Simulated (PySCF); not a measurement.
Static polarisabilities and like-pair C6 coefficients by linear response at B3LYP/def2-SVPD (PySCF, frozen core in the response, non-relativistic, gas phase), PBE0-D3(BJ)/def2-SVP geometries, one conformer each; atomic units unless stated.

```tsv
label	species	α	C6
P	`c1[nH]c[nH+]c1`	41.6	778.8
Q	`CC1=CCCC1`	71.4	2111
R	`C=CCC(=C)C`	76.7	2272
S	`Cn1nc(O)ccc1=O`	83.0	2738
T	`C=CCNC(=O)C#CCF`	103.5	4031
U	`C1C=CCC=C1`	68.8	1898
```

Task: Estimate the unlike-pair coefficients by the rule C6(AB) = 2·C6(AA)·C6(BB) / [C6(AA)·αB/αA + C6(BB)·αA/αB], and compare with the geometric mean, for PQ, PR, PS, QT, QU, RU, ST and TU.

Result: 
```
pair  combination rule  geometric mean  ratio
  PQ              1281            1282  0.999
  PR              1326            1330  0.997
  PS              1458            1460  0.998
  QT              2914            2917  0.999
  QU              2001            2001  1.000
  RU              2076            2077  1.000
  ST              3321            3323  1.000
  TU              2765            2766  0.999
```

The rule is exact for one-pole polarisabilities and never exceeds the geometric mean; the two meet where both partners have the same effective excitation energy. These unlike-pair values are estimates, not computed integrals.
